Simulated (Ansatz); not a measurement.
# Dielectric response of CaS (001) films

How well do thin rocksalt CaS (001) films screen a perpendicular field?

Method: plane-wave DFT, PBEsol, Ansatz PAW, in Ansatz 0.2.0.

This is a report of a sequence of runs, with most program output left out.

### Step 1. The structure

The cell holds 6 atoms: 3 Ca and 3 S. Cell: a = 4.023 Å, b = 4.023 Å, c = 23.690 Å, α = 90.0°, β = 90.0°, γ = 90.0°. It derives from CaS (rocksalt CaS). Vacuum lies along c.

### Step 2. Relaxing the film, 6 atoms, units 3

The structure is relaxed first, because levels and dipoles at a surface follow the positions of the outer atoms.

Input file input.yaml:

```yaml
crystal:
  lattice:
    - [4.02343758, 0.0, 0.0]
    - [0.0, 4.02343758, 0.0]
    - [0.0, 0.0, 23.69]
  atoms:
    - { symbol: Ca, position: [0.5, 0.5, 0.3799071338] }
    - { symbol: S, position: [0.0, 0.0, 0.3799071338] }
    - { symbol: Ca, position: [0.0, 0.0, 0.5] }
    - { symbol: S, position: [0.5, 0.5, 0.5] }
    - { symbol: Ca, position: [0.5, 0.5, 0.6200928662] }
    - { symbol: S, position: [0.0, 0.0, 0.6200928662] }
kpoints:
  mp_grid: { grid: [8, 8, 1] }
hamiltonian:
  xc: pbesol
scf:
  occupations: { method: fixed }
  convergence: { dr2_threshold: 1.0e-09 }
efield:
  axis: 3
  dipole_correction: true
  ramp_position: 0.97
  ramp_width: 0.06
relax:
  f_tol: 0.003
  max_steps: 100
output:
  write_potential: true
  write_density: true
  volumetric_format: npy
```

Started as:

```bash
$ ansatz run input.yaml --threads 4 --pin off --max-ram 12288MiB --backend cpu --events-out ev --progress --plain --runs-dir out
```

Elapsed: 18 s, on 4 threads of Arm Neoverse V1, shared host; peak memory 0.65 GiB.

Step by step:

```
step  energy less that of the first step (eV)  largest force component (eV/Å)
   1                                   0.0000                          0.4877
   2                                   0.0303                          0.7004
   3                                  -0.0504                          0.0332
   4                                  -0.0510                          0.0108
   5                                  -0.0510                          0.0001
```

Relaxation step 2 was tried and not accepted.

The run keeps the 8 symmetry operations that it works with, so distortions that break them were not tested.

The atoms that moved most (Å):

```
atom     dx     dy      dz  length
 Ca1  0.000  0.000   0.106   0.106
 Ca5  0.000  0.000  -0.106   0.106
  S2  0.000  0.000   0.017   0.017
  S6  0.000  0.000  -0.017   0.017
```

The relaxed structure:

```xyz
6
Lattice="4.0234 0.0000 0.0000 0.0000 4.0234 0.0000 0.0000 0.0000 23.6900" Properties=species:S:1:pos:R:3
Ca    2.0117    2.0117    9.1061
S     0.0000    0.0000    9.0172
Ca    0.0000    0.0000   11.8450
S     2.0117    2.0117   11.8450
Ca    2.0117    2.0117   14.5839
S     0.0000    0.0000   14.6728
```

This step gave:

- gap on the k-mesh: 2.400 eV
- dipole along the normal: -4.16e-7 e·Å
- ionisation energy, upper face: 4.854 eV
- electron affinity, upper face: 2.454 eV

Running mean over 2.845 Å of the planar mean; the ramp of the sawtooth is left out. The electron's electrostatic potential energy less the highest filled level by z:

```
z (Å)  electron's electrostatic potential energy less the highest filled level (eV)
  3.0                                                                          4.85
  3.5                                                                          4.85
  4.0                                                                          4.85
  4.5                                                                          4.85
  5.0                                                                          4.85
  5.5                                                                          4.83
  6.0                                                                          4.78
  6.5                                                                          4.60
  7.0                                                                          3.85
  7.5                                                                          1.78
  8.0                                                                        -0.788
  8.5                                                                         -2.22
  9.0                                                                         -2.59
  9.5                                                                         -2.69
 10.0                                                                         -2.87
 10.5                                                                         -3.01
 11.0                                                                         -2.89
 11.5                                                                         -2.74
 12.0                                                                         -2.73
 12.5                                                                         -2.82
 13.0                                                                         -2.99
 13.5                                                                         -2.95
 14.0                                                                         -2.74
 14.5                                                                         -2.63
 15.0                                                                         -2.43
 15.5                                                                         -1.51
 16.0                                                                         0.776
 16.5                                                                          3.22
 17.0                                                                          4.42
 17.5                                                                          4.74
 18.0                                                                          4.82
 18.5                                                                          4.85
 19.0                                                                          4.85
 19.5                                                                          4.85
 20.0                                                                          4.85
 20.5                                                                          4.85
```

The relaxation took 5 steps and lowered the energy by 0.051 eV; the largest force on the free atoms ends at 1.2e-4 eV/Å.

The gap is 2.40 eV, with the valence edge 4.85 eV and the conduction edge 2.45 eV under the upper vacuum level.

### Step 3. The relaxed film, single point, 6 atoms, units 3

The film was relaxed beforehand; a single point on the relaxed positions gives its levels and potential.

input.yaml, the sections that differ from step 2:

```yaml
crystal:
  lattice:
    - [4.02343758, 0.0, 0.0]
    - [0.0, 4.02343758, 0.0]
    - [0.0, 0.0, 23.69]
  atoms:
    - { symbol: Ca, position: [0.5, 0.5, 0.3843851064] }
    - { symbol: S, position: [0.0, 0.0, 0.3806345789] }
    - { symbol: Ca, position: [0.0, 0.0, 0.4999999993] }
    - { symbol: S, position: [0.5, 0.5, 0.4999999989] }
    - { symbol: Ca, position: [0.5, 0.5, 0.6156148938] }
    - { symbol: S, position: [0.0, 0.0, 0.6193654227] }
output:
  eigenvalues: true
  write_potential: true
  write_density: true
  volumetric_format: npy
# kpoints, hamiltonian, scf, efield: as in step 2
# relax: removed
```

It took 5.8 s on 4 threads; peak memory 0.67 GiB.

This step gave:

- dipole along the normal: -6.90e-6 e·Å

Running mean over 2.845 Å of the planar mean; the ramp of the sawtooth is left out. Table of electron's electrostatic potential energy less the highest filled level by z:

z (Å), electron's electrostatic potential energy less the highest filled level (eV) and a bar from the least value:
```
        3       4.85 ##############################
        4       4.85 ##############################
        5       4.85 ##############################
        6       4.78 ##############################
        7       3.85 ##########################
        8      -0.79 ########
        9      -2.59 ##
       10      -2.87 
       11      -2.89 
       12      -2.73 #
       13      -2.99 
       14      -2.74 #
       15      -2.43 ##
       16       0.78 ##############
       17       4.42 ############################
       18       4.82 ##############################
       19       4.85 ##############################
       20       4.85 ##############################
```

The gap is 2.40 eV, with the valence edge 4.85 eV and the conduction edge 2.45 eV under the upper vacuum level.

### Step 4. Single point, 6 atoms, units 3, field 0.1 V/Å

A sawtooth potential applies the field, turning back in the middle of the vacuum. With the dipole correction the typed value is the field outside the slab. The induced dipole is small, so the SCF threshold is tight.

input.yaml: that of step 3 with these lines changed.

```diff
@@ -18,3 +18,3 @@
   occupations: { method: fixed }
-  convergence: { dr2_threshold: 1.0e-09 }
+  convergence: { dr2_threshold: 1.0e-10 }
 efield:
@@ -24,4 +24,4 @@
   ramp_width: 0.06
+  amplitude: 0.1
 output:
-  eigenvalues: true
   write_potential: true
```

Run time: 6.8 s. Hardware: 4 threads; peak memory 0.65 GiB.

This step gave:

```
gap on the k-mesh       : 2.388 eV
dipole along the normal : 0.06578 e·Å
```

The dipole is 0.0658 e·Å, and the gap on the mesh 2.388 eV.

### Step 5. Single point, 6 atoms, units 3, field -0.1 V/Å

input.yaml: that of step 4 with these lines changed.

```diff
@@ -24,3 +24,3 @@
   ramp_width: 0.06
-  amplitude: 0.1
+  amplitude: -0.1
 output:
```

Wall time 6.7 s (4 threads); peak memory 0.65 GiB; 26 s of CPU time.

The dipole is -0.0658 e·Å, and the gap on the mesh 2.388 eV.

### Step 6. Response with the atoms held, 6 atoms, units 3

This step: plane-wave DFT, PBEsol, Ansatz PAW; response to a field along the normal, atoms held (Ansatz 0.2.0).

The two fields give this film's response with the atoms held: the electronic part.

Numbers from this step:

```
equivalent conductor thickness p/(ε₀AE) : 7.353 Å
distance between the outer atoms        : 5.656 Å
thickness                               : 8.535 Å
```

Local field over the applied field, running mean. From the potentials at -0.1 and 0.1 V/Å; running mean over 2.845 Å, taken twice. The local field over applied field by z:

```
z (Å)  local field over applied field
  4.5                           0.988
  5.0                           0.972
  5.5                           0.938
  6.0                           0.881
  6.5                           0.796
  7.0                           0.688
  7.5                           0.565
  8.0                           0.443
  8.5                           0.338
  9.0                           0.259
  9.5                           0.209
 10.0                           0.185
 10.5                           0.180
 11.0                           0.182
 11.5                           0.184
 12.0                           0.184
 12.5                           0.183
 13.0                           0.181
 13.5                           0.182
 14.0                           0.197
 14.5                           0.237
 15.0                           0.305
 15.5                           0.400
 16.0                           0.517
 16.5                           0.642
 17.0                           0.758
 17.5                           0.852
 18.0                           0.919
 18.5                           0.962
 19.0                           0.983
 19.5                           0.993
```

Electrons, planar mean, per unit field. Induced electron density against z:

z (Å), induced electron density (e/Å³ per V/Å) and a bar from the least value:
```
      4.5    0.00002 ###############
      5.0    0.00004 ###############
      5.5    0.00012 ###############
      6.0    0.00030 ################
      6.5    0.00071 ##################
      7.0    0.00156 ######################
      7.5    0.00275 ############################
      8.0    0.00323 ##############################
      8.5    0.00160 ######################
      9.0    0.00027 ################
      9.5   -0.00110 ##########
     10.0   -0.00167 #######
     10.5   -0.00014 ##############
     11.0    0.00158 ######################
     11.5    0.00103 ####################
     12.0   -0.00028 #############
     12.5   -0.00185 ######
     13.0   -0.00057 ############
     13.5    0.00121 ####################
     14.0    0.00174 #######################
     14.5   -0.00017 ##############
     15.0   -0.00076 ###########
     15.5   -0.00285 #
     16.0   -0.00311 
     16.5   -0.00200 #####
     17.0   -0.00098 ##########
     17.5   -0.00042 #############
     18.0   -0.00017 ##############
     18.5   -0.00006 ##############
     19.0   -0.00002 ###############
     19.5   -0.00001 ###############
```

By hand: between -0.1 and 0.1 V/Å the dipole changes by 0.1316 e·Å, a slope of 0.6578 e·Å²/V. A perfect conductor of thickness t has p = ε₀AEt, so t = 180.95 × 0.6578 / 16.188 = 7.35 Å (e/ε₀ = 180.95 V·Å, A in Å²).

The induced dipole is that of a conductor 7.35 Å thick.

### Step 7. Field on, atoms free, 6 atoms, field 0.05 V/Å

This step: plane-wave DFT, PBEsol, Ansatz PAW (Ansatz 0.2.0).

Now the atoms may follow the field. A weak field makes forces of meV/Å to tens of meV/Å, so the force tolerance is set well below the usual one.

input.yaml: that of step 5 with these lines changed.

```diff
@@ -24,3 +24,6 @@
   ramp_width: 0.06
-  amplitude: -0.1
+  amplitude: 0.05
+relax:
+  f_tol: 0.0006
+  max_steps: 70
 output:
```

The job ended after 14 s (4 threads; peak memory 0.64 GiB).

No atom moved by 0.005 Å in the relaxation.

This step gave:

```yaml
gap_on_the_k_mesh: 2.399 eV
dipole_along_the_normal: 0.03832 e·Å
```

The relaxation took 4 steps and lowered the energy by 1.4e-4 eV; the largest force on the free atoms ends at 1.3e-4 eV/Å.

The dipole is 0.0383 e·Å, and the gap on the mesh 2.399 eV.

### Step 8. Relaxing in the field, 6 atoms, field -0.05 V/Å

The opposite sign, again from the field-free geometry; the difference of the two cancels what relaxes without a field.

input.yaml: that of step 7 with these lines changed.

```diff
@@ -24,3 +24,3 @@
   ramp_width: 0.06
-  amplitude: 0.05
+  amplitude: -0.05
 relax:
```

The job ended after 14 s (4 threads; peak memory 0.64 GiB; 56 s of CPU time).

No atom moved by 0.005 Å in the relaxation.

The relaxation took 4 steps and lowered the energy by 1.4e-4 eV; the largest force on the free atoms ends at 1.3e-4 eV/Å.

The dipole is -0.0383 e·Å, and the gap on the mesh 2.399 eV.

### Step 9. Response with the atoms relaxed, 6 atoms, units 3

This step: plane-wave DFT, PBEsol, Ansatz PAW; response to a field along the normal, atoms relaxed (Ansatz 0.2.0).

The two relaxed runs give the static response.

This step gave:

```yaml
equivalent_conductor_thickness_p_eps_0ae: 8.567 Å
```

Local field over the applied field, running mean. From the potentials at -0.05 and 0.05 V/Å; running mean over 2.845 Å, taken twice. Table of local field over applied field by z:

```
z (Å)  local field over applied field
 4.15                           0.994
 4.59                           0.986
 5.03                           0.968
 5.33                           0.945
 5.77                           0.890
 6.22                           0.824
 6.66                           0.723
 7.11                           0.600
 7.40                           0.507
 7.85                           0.370
 8.29                           0.262
 8.74                           0.176
 9.18                          0.0957
 9.62                          0.0529
 9.92                          0.0419
10.36                          0.0570
10.81                          0.0791
11.25                          0.0778
11.70                          0.0738
11.99                          0.0738
12.44                          0.0778
12.88                          0.0791
13.33                          0.0570
13.77                          0.0419
14.07                          0.0529
14.51                          0.0957
14.95                           0.176
15.40                           0.262
15.84                           0.370
16.29                           0.507
16.58                           0.600
17.03                           0.723
17.47                           0.824
17.92                           0.890
18.36                           0.945
18.66                           0.968
19.10                           0.986
19.54                           0.994
```

The induced dipole is that of a conductor 8.57 Å thick.

### Step 10. Relaxing the film, 10 atoms, units 5

This step: plane-wave DFT, PBEsol, Ansatz PAW (Ansatz 0.2.0).

System of this step: CaS (001), 5 units. The cell holds 10 atoms: 5 Ca and 5 S. Its edges and angles: a = 4.023 Å, b = 4.023 Å, c = 29.380 Å, α = 90.0°, β = 90.0°, γ = 90.0°. It derives from CaS (rocksalt CaS). Vacuum lies along c.

The next thickness, treated alike, so that differences show the interior and the faces cancel.

Input file input.yaml:

```yaml
crystal:
  lattice:
    - [4.02343758, 0.0, 0.0]
    - [0.0, 4.02343758, 0.0]
    - [0.0, 0.0, 29.38]
  atoms:
    - { symbol: Ca, position: [0.5, 0.5, 0.3063308373] }
    - { symbol: S, position: [0.0, 0.0, 0.3063308373] }
    - { symbol: Ca, position: [0.0, 0.0, 0.4031654187] }
    - { symbol: S, position: [0.5, 0.5, 0.4031654187] }
    - { symbol: Ca, position: [0.5, 0.5, 0.5] }
    - { symbol: S, position: [0.0, 0.0, 0.5] }
    - { symbol: Ca, position: [0.0, 0.0, 0.5968345813] }
    - { symbol: S, position: [0.5, 0.5, 0.5968345813] }
    - { symbol: Ca, position: [0.5, 0.5, 0.6936691627] }
    - { symbol: S, position: [0.0, 0.0, 0.6936691627] }
kpoints:
  mp_grid: { grid: [8, 8, 1] }
hamiltonian:
  xc: pbesol
scf:
  occupations: { method: fixed }
  convergence: { dr2_threshold: 1.0e-09 }
efield:
  axis: 3
  dipole_correction: true
  ramp_position: 0.97
  ramp_width: 0.06
relax:
  f_tol: 0.003
  max_steps: 100
output:
  write_potential: true
  write_density: true
  volumetric_format: npy
```

Elapsed: 33 s, on 4 threads; peak memory 0.9 GiB; 2.2 min of CPU time.

Step by step:

```
step  energy less that of the first step (eV)  largest force component (eV/Å)
   1                                   0.0000                          0.4890
   2                                   0.0000                          0.4815
   3                                  -0.0607                          0.0187
   4                                  -0.0608                          0.0030
```

Forces are held to the 8 operations that the run works with; a distortion that breaks them can't arise in this run.

The atoms that moved most (Å):

```
atom     dx     dy      dz  length
 Ca1  0.000  0.000   0.149   0.149
 Ca9  0.000  0.000  -0.149   0.149
 S10  0.000  0.000  -0.051   0.051
  S2  0.000  0.000   0.051   0.051
  S8  0.000  0.000  -0.047   0.047
  S4  0.000  0.000   0.047   0.047
 Ca3  0.000  0.000   0.023   0.023
 Ca7  0.000  0.000  -0.023   0.023
```

Final coordinates:

```cif
data_structure
_symmetry_space_group_name_H-M 'P 1'
_symmetry_Int_Tables_number 1
_cell_length_a 4.0234
_cell_length_b 4.0234
_cell_length_c 29.3800
_cell_angle_alpha 90.000
_cell_angle_beta 90.000
_cell_angle_gamma 90.000
_cell_volume 475.60
loop_
_atom_site_label
_atom_site_type_symbol
_atom_site_fract_x
_atom_site_fract_y
_atom_site_fract_z
_atom_site_occupancy
Ca1 Ca 0.50000 0.50000 0.31139 1
S2 S 0.00000 0.00000 0.30807 1
Ca3 Ca 0.00000 0.00000 0.40395 1
S4 S 0.50000 0.50000 0.40477 1
Ca5 Ca 0.50000 0.50000 0.50000 1
S6 S 0.00000 0.00000 0.50000 1
Ca7 Ca 0.00000 0.00000 0.59605 1
S8 S 0.50000 0.50000 0.59523 1
Ca9 Ca 0.50000 0.50000 0.68861 1
S10 S 0.00000 0.00000 0.69193 1
```

The relaxation took 4 steps and lowered the energy by 0.061 eV; the largest force on the free atoms ends at 0.0030 eV/Å.

The gap is 2.30 eV, with the valence edge 4.87 eV and the conduction edge 2.57 eV under the upper vacuum level.

### Step 11. Single point on the relaxed film, 10 atoms, units 5

input.yaml, the sections that differ from step 10:

```yaml
crystal:
  lattice:
    - [4.02343758, 0.0, 0.0]
    - [0.0, 4.02343758, 0.0]
    - [0.0, 0.0, 29.38]
  atoms:
    - { symbol: Ca, position: [0.5, 0.5, 0.31139436] }
    - { symbol: S, position: [0.0, 0.0, 0.3080707952] }
    - { symbol: Ca, position: [0.0, 0.0, 0.4039529629] }
    - { symbol: S, position: [0.5, 0.5, 0.404767117] }
    - { symbol: Ca, position: [0.5, 0.5, 0.5000000025] }
    - { symbol: S, position: [0.0, 0.0, 0.5000000003] }
    - { symbol: Ca, position: [0.0, 0.0, 0.5960470402] }
    - { symbol: S, position: [0.5, 0.5, 0.5952328799] }
    - { symbol: Ca, position: [0.5, 0.5, 0.6886056405] }
    - { symbol: S, position: [0.0, 0.0, 0.6919292015] }
output:
  eigenvalues: true
  write_potential: true
  write_density: true
  volumetric_format: npy
  elf: true
# kpoints, hamiltonian, scf, efield: as in step 10
# relax: removed
```

It took 14 s on 4 threads; peak memory 0.98 GiB; 53 s of CPU time.

The gap is 2.30 eV, with the valence edge 4.87 eV and the conduction edge 2.57 eV under the upper vacuum level.

(Continued in part 2 of 3.)

[Logs are printed without paths, hosts, clocks, repeated set-up lines and the standing remarks that a program may print on its own settings, such as how far it seeks lower states.]

[Hosts, paths, dates, database ids (printed as entryN), source tags and the programs' standing remarks are cut or masked in the printed files.]

[Maps of the electrostatic potential energy from Ansatz leave out the sawtooth potential of an applied field or a dipole correction, so their vacuum need not be flat; planar profiles and work functions include it.]
